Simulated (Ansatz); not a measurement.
Input and command of a calculation in Ansatz (plane waves; scalar-relativistic PAW potentials unless the input names others):

```yaml
crystal:
  lattice:
    - [3.1414322073, 0.0, 0.0]
    - [-1.5707161036, 2.7205600958, 0.0]
    - [0.0, 0.0, 12.5788196111]
  atoms:
    - { symbol: Mo, position: [0.3046839804, 0.6380173137, 0.25] }
    - { symbol: Mo, position: [0.6666666667, 0.3333333333, 0.75] }
    - { symbol: S, position: [0.3333333333, 0.6666666667, 0.6260538431] }
    - { symbol: S, position: [0.6666666667, 0.3333333333, 0.1260538431] }
    - { symbol: S, position: [0.3333333333, 0.6666666667, 0.8739461569] }
    - { symbol: S, position: [0.6666666667, 0.3333333333, 0.3739461569] }
kpoints:
  mp_grid: { grid: [12, 12, 2] }
hamiltonian:
  xc: pbesol
scf:
  occupations: { method: gaussian, width: 0.05 }
output:
  forces: true
  eigenvalues: true
  stress: true
accuracy: medium
```

```bash
ansatz run input.yaml --threads 1 --pin off --max-ram 2560MiB --backend cpu --events-out ev --progress --plain --runs-dir out
```

Abridged log:
```
Pseudopotentials: kind: paw
Pseudopotential: Mo, paw, valence charge 14, recommended cutoff 420 eV (normal)
Pseudopotential: S, paw, valence charge 6, recommended cutoff 420 eV (normal)
Functional definition: PBEsol
Crystal: 6 atoms, lattice volume = 107.504 Å³
Basis set: ecut = 420 eV, 2059 PW (Γ), exchange–correlation on 48×48×180 points (8 copies of the dense FFT grid, shifted against one another)
Bands: 32, of which v1, the nominal top of the filled ones, is band 26 counted from 1 (25 counted from 0)
Symmetry: 2 space group operations
Space group: Pm (ITA 6), of the structure as read, at distance tolerance 4.8e-5 Å
k-points: 148 of 288 (time reversal used)
Initial density: superposition of atomic densities (neutral atoms: chi_scale 0, normalization atom), corrected by the library's trained network
Initial wavefunctions: pseudopotential atomic-orbital guess
Functional: x = pbesol(κ = 0.804, μ = 0.12345679), c = pbesol(β = 0.046)
SCF iter   1: F=—  HF=-13340.253714 eV  |F-HF|=—  |Δ(HF+E_count)|=         —  Δρ=6.85e-3  dr2=4.16e-2  ethr=1.77e-3  ⟨swp⟩=6.7  Hψ=20882  notcnv=0
SCF iter   2: F=—  HF=-13340.254436 eV  |F-HF|=—  |Δ(HF+E_count)|=   7.22e-4  Δρ=3.67e-3  dr2=6.81e-3  ethr=8.01e-5  ⟨swp⟩=2.6  Hψ=8691  notcnv=0  defer=40
SCF iter   3: F=—  HF=-13340.255770 eV  |F-HF|=—  |Δ(HF+E_count)|=   1.33e-3  Δρ=1.80e-3  dr2=1.82e-3  ethr=1.31e-5  ⟨swp⟩=2.3  Hψ=6503  notcnv=0  defer=12
automatic band count: iteration 3 solves 31 bands in place of 32: the levels show a gap, and the empty bands left out lie too high to hold charge; the band table lists the bands solved (type scf.n_extra_bands for more)
SCF iter   4: F=—  HF=-13340.256295 eV  |F-HF|=—  |Δ(HF+E_count)|=   5.24e-4  Δρ=1.76e-4  dr2=6.27e-5  ethr=3.50e-6  ⟨swp⟩=2.0  Hψ=6675  notcnv=0  defer=12
SCF iter   5: F=—  HF=-13340.256287 eV  |F-HF|=—  |Δ(HF+E_count)|=   7.30e-6  Δρ=4.76e-5  dr2=5.45e-6  ethr=1.21e-7  ⟨swp⟩=2.0  Hψ=6813  notcnv=0  defer=12
SCF iter   6: F=—  HF=-13340.256289 eV  |F-HF|=—  |Δ(HF+E_count)|=   1.95e-6  Δρ=4.12e-5  dr2=4.18e-6  ethr=1.05e-8  ⟨swp⟩=2.0  Hψ=6684  notcnv=0  defer=13
SCF iter   7: F=—  HF=-13340.256289 eV  |F-HF|=—  |Δ(HF+E_count)|=   2.87e-7  Δρ=1.19e-5  dr2=4.67e-7  ethr=8.03e-9  ⟨swp⟩=2.0  Hψ=6352  notcnv=0  defer=16
SCF iter   8: F=-13340.256289 eV  HF=-13340.256289 eV  |F-HF|=5.55e-9  |Δ(HF+E_count)|=   6.23e-8  Δρ=3.30e-6  dr2=3.03e-8  ethr=1.92e-10  ⟨swp⟩=7.0  Hψ=17290  notcnv=0
SCF 1 converged in 8 iterations: F = -13340.256289 eV  dr2 = 3.03e-8
SCF converged after 8 iterations
Free energy (F): -13340.256289 eV
Harris-Foulkes:  -13340.256289 eV  (|F-HF|=5.55e-9)
Internal energy: -13340.256289 eV  (E = F + TS)
E sigma→0 (E₀):  -13340.256289 eV
Fermi energy:    11.119436 eV
--- Forces (eV/Å), atoms counted from 1 ---
  atom   1  Mo     0.96948755     1.60227151     0.00000000
  atom   2  Mo    -0.00114539    -0.00220085     0.00000000
  atom   3  S     -0.00145306    -0.00205292     0.00075573
  atom   4  S     -0.48271751    -0.79798205    -0.09659718
  atom   5  S     -0.00145306    -0.00205292    -0.00075573
  atom   6  S     -0.48271751    -0.79798205     0.09659718
--- Stress (GPa, compression-positive) ---
        0.984958       0.438097       0.000000
        0.438097      -0.637923       0.000000
        0.000000       0.000000       0.446146
  P = ⅓ Tr σ = 0.2644 GPa (2.644 kbar)
```

Apart from outputs and empty bands, the input differs from a reference run on usual settings in accuracy: not typed → "medium"; basis.ecutwfc: 420 → not typed. The reference, at the same geometry (not necessarily relaxed), gave pressure 0.26 GPa, largest force 1.873 eV/Å, gap on the mesh 0.94 eV. This run converged in 8 SCF iterations (reference: 8) with an energy at zero smearing within 0.01 meV/atom of the reference's, pressure 0.26 GPa, largest force 1.873 eV/Å, gap on the mesh 0.94 eV.

It took 29 s on 1 thread of Intel(R) Xeon(R) Platinum 8488C (Sapphire Rapids), on a shared host, peak memory 0.67 GiB.